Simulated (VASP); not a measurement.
# SnSe2 (P-3m1) in VASP: settings compared, part 2 of 2

VASP 6.6.1.

## (5) Relaxation of cell and atoms, vdW-DF-cx

File INCAR:

```
SYSTEM = SnSe2
AGGAC = 0.0
ALGO = Fast
EDIFF = 1E-6
EDIFFG = -0.01
ENCUT = 600
GGA = CX
IBRION = 2
ISIF = 3
ISMEAR = -1
LASPH = .TRUE.
LCHARG = .FALSE.
LREAL = .FALSE.
LUSE_VDW = .TRUE.
LWAVE = .FALSE.
NELM = 80
NSW = 60
PREC = Accurate
SIGMA = 0.05
```

File KPOINTS:

```
k-points
0
G
  8 8 5
  0 0 0
```

File POSCAR:

```
SnSe2
1.0
    3.8110000000      0.0000000000      0.0000000000
   -1.9055000000      3.3004228138      0.0000000000
    0.0000000000      0.0000000000      6.1360000000
Sn Se
1 2
Direct
    0.0000000000      0.0000000000      0.0000000000
    0.6666666667      0.3333333333      0.7510000000
    0.3333333333      0.6666666667      0.2490000000
```

Command:

```
> cat potpaw_PBE.64/Sn_d/POTCAR potpaw_PBE.64/Se/POTCAR > POTCAR
> mpirun -np 1 vasp_std > vasp.out
```

Run time: 9.9 min. Hardware: 1 thread of Intel Xeon 6975P-C (Granite Rapids), shared host; peak memory 0.5 GiB.

The run converged. Its results:

```
Free energy                            : -5.8038 eV
Relaxed volume                         : 25.74 Å³/atom
Relaxed cell                           : a = 3.838 Å, b = 3.838 Å, c = 6.052 Å, α = 90.00°, β = 90.00°, γ = 120.00°
Space group after relaxing (to 0.05 Å) : P-3m1 (No. 164)
Energy gained by relaxing              : 21.4 meV/atom
Ionic steps                            : 10
Pressure after relaxing                : 0.0 GPa
Largest force after relaxing           : 0.009 eV/Å
Band gap on the k mesh                 : 0.50 eV, indirect (least direct gap 0.79 eV)
```

Forces on the atoms (eV/Å):
```
Sn   0.000  0.000  0.000
Se   0.000  0.000  0.009
Se   0.000  0.000 -0.009
```

Step by step:
| step | energy change (eV) | largest force (eV/Å) | pressure (GPa) | volume (Å³) |
| --- | --- | --- | --- | --- |
| 1 | 0.0000 | 0.7981 | 3.31 | 77.18 |
| 2 | -0.0210 | 0.2943 | -2.84 | 83.27 |
| 3 | -0.0520 | 0.1473 | -0.44 | 80.52 |
| 4 | -0.0520 | 0.1592 | -0.36 | 80.45 |
| 5 | -0.0559 | 0.1087 | -0.21 | 79.92 |
| 6 | -0.0573 | 0.0600 | -0.04 | 79.42 |
| 7 | -0.0583 | 0.0545 | -0.07 | 79.25 |
| 8 | -0.0608 | 0.0384 | -0.07 | 78.74 |
| 9 | -0.0639 | 0.0080 | -0.07 | 77.72 |
| 10 | -0.0643 | 0.0087 | -0.05 | 77.21 |

Final structure:
```xyz
3
Lattice="3.8382 0.0000 0.0000 -1.9191 3.3240 0.0000 0.0000 0.0000 6.0519" Properties=species:S:1:pos:R:3 pbc="T T T"
Sn    0.0000    0.0000    0.0000
Se    1.9191    1.1080    4.4539
Se    0.0000    2.2160    1.5980
```

Levels at points of the mesh, in eV from the valence-band top:
```csv
k point,band 10,band 11,band 12,band 13,band 14,band 15,band 16,band 17
"(0.00, 0.00, 0.00)",-0.65,-0.46,-0.46,-0.09,0.70,2.94,4.49,4.49
"(0.50, 0.00, 0.00)",-3.16,-2.58,-1.61,-0.32,1.11,3.51,4.92,5.06
```

Caveat: the PAW data sets were made with another functional, which shifts forces and pressure a little; spin-orbit coupling is left out, which moves the levels of the heavy elements; an odd mesh through Γ misses points on the zone boundary, where band edges often lie.

## (6) Relaxation of cell and atoms, rev-vdW-DF2

File INCAR:

```
SYSTEM = SnSe2
PREC = Accurate
ENCUT = 600
EDIFF = 1E-6
ISMEAR = -1
SIGMA = 0.05
LREAL = .FALSE.
LASPH = .TRUE.
NELM = 100
ALGO = Normal
ISIF = 3
LWAVE = .FALSE.
LCHARG = .FALSE.
GGA = MK
LUSE_VDW = .TRUE.
AGGAC = 0.0
PARAM1 = 0.1234
PARAM2 = 0.711357
ZAB_VDW = -1.8867
IBRION = 2
NSW = 40
EDIFFG = -0.01
```

File KPOINTS:

```
Automatic mesh
0
G
  8 8 5
  0 0 0
```

POSCAR is that of step 5.

Potentials or basis: VASP PAW PBE potentials, release 64 (Sn_d, Se).

Command:

```
> cat potpaw_PBE.64/Sn_d/POTCAR potpaw_PBE.64/Se/POTCAR > POTCAR
> mpirun -np 1 vasp_std > vasp.out
```

Run time: 9.6 min. Hardware: 1 thread of Intel Xeon 6975P-C (Granite Rapids), shared host; peak memory 0.49 GiB.

Results (log left out):

```yaml
Free_energy: -6.2368 eV
Relaxed_volume: 26.26 Å³/atom
Relaxed_cell: a = 3.866 Å, b = 3.866 Å, c = 6.086 Å, α = 90.00°, β = 90.00°, γ = 120.00°
Space_group_after_relaxing_to_0.05_Å: P-3m1 (No. 164)
Energy_gained_by_relaxing: 29.7 meV/atom
Ionic_steps: 13
Pressure_after_relaxing: 0.0 GPa
Band_gap_on_the_k_mesh: 0.48 eV, indirect (least direct gap 0.67 eV)
```

The path:
| step | energy change (eV) | largest force (eV/Å) | pressure (GPa) | volume (Å³) |
| --- | --- | --- | --- | --- |
| 1 | 0.0000 | 0.8974 | 4.50 | 77.18 |
| 2 | -0.0304 | 0.3942 | -3.26 | 85.52 |
| 3 | -0.0807 | 0.1218 | -0.33 | 81.65 |
| 4 | -0.0807 | 0.1348 | -0.19 | 81.56 |
| 5 | -0.0827 | 0.0993 | -0.13 | 81.20 |
| 6 | -0.0837 | 0.0582 | -0.03 | 80.80 |
| 7 | -0.0838 | 0.0460 | 0.01 | 80.68 |
| 8 | -0.0848 | 0.0307 | -0.06 | 80.56 |
| 9 | -0.0869 | 0.0131 | -0.27 | 80.19 |
| 10 | -0.0875 | 0.0962 | -0.59 | 79.44 |
| 11 | -0.0879 | 0.0610 | -0.45 | 79.75 |
| 12 | -0.0884 | 0.0462 | -0.35 | 79.51 |
| 13 | -0.0890 | 0.0001 | 0.03 | 78.77 |

Final structure:
```
Sn Se
1.0
     3.86607    0.00000    0.00000
    -1.93304    3.34812    0.00000
     0.00000    0.00000    6.08552
Sn Se
1 2
Direct
  0.00000 0.00000 0.00000
  0.66667 0.33333 0.73711
  0.33333 0.66667 0.26289
```

Levels at points of the mesh, in eV from the valence-band top:
| k point | band 9 | band 10 | band 11 | band 12 | band 13 | band 14 | band 15 | band 16 | band 17 |
| --- | --- | --- | --- | --- | --- | --- | --- | --- | --- |
| (0.00, 0.00, 0.00) | -0.65 | -0.65 | -0.46 | -0.46 | -0.09 | 0.58 | 2.92 | 4.44 | 4.44 |
| (0.50, 0.00, 0.00) | -4.20 | -3.06 | -2.53 | -1.54 | -0.32 | 1.07 | 3.50 | 4.90 | 5.11 |

Caveat: the PAW data sets were made with another functional, which shifts forces and pressure a little; spin-orbit coupling is left out, which moves the levels of the heavy elements; an odd mesh through Γ misses points on the zone boundary, where band edges often lie.

## (7) For comparison

An earlier run on the cell as given: functional PBEsol; potentials or basis VASP PAW PBE potentials, release 64 (Sn_d, Se); cutoff 520 eV; k mesh 8 × 8 × 5; occupations fermi-dirac, width 0.05 eV; no spin polarisation.

* Pressure: 2.6 GPa
* Largest force: 0.622 eV/Å
* Band gap on the k mesh: 0.73 eV, indirect (least direct gap 1.00 eV)

## (8) The runs side by side

```csv
task,level,cell,cutoff (eV),ladder,gap on the mesh (eV),pressure (GPa),relaxed volume (Å³/atom),largest force (eV/Å)
relaxation of cell and atoms,optB88-vdW,relaxed,600,-,0.49,0.0,26.88,-
relaxation of cell and atoms,optPBE-vdW,relaxed,600,-,0.60,0.0,27.85,0.01
relaxation of cell and atoms,BEEF-vdW,relaxed,600,-,0.72,0.0,29.69,-
relaxation of cell and atoms,vdW-DF-cx,relaxed,600,-,0.50,0.0,25.74,0.01
relaxation of cell and atoms,rev-vdW-DF2,relaxed,600,-,0.48,0.0,26.26,-
single point,PBEsol,as given,520,free,0.73,2.6,-,0.62
```

Alike in all rows: potentials or basis VASP PAW PBE potentials, release 64 (Sn_d, Se); no spin polarisation; k mesh 8 × 8 × 5; smearing fermi-dirac 0.05 eV.

Caveats: the PAW data sets were made with another functional, which shifts forces and pressure a little; spin-orbit coupling is left out, which moves the levels of the heavy elements; an odd mesh through Γ misses points on the zone boundary, where band edges often lie; the volume moved by over 15 % at a fixed basis, so the end points are rough (some runs); the volume moved by +15 % from the deposited cell, more than functionals usually miss (some runs); this functional lacks dispersion, which binds the layers, so the pressure and a relaxed spacing across them are unreliable (some runs).

Total energies depend on the potentials used, so only differences within one code and one set of settings carry meaning.
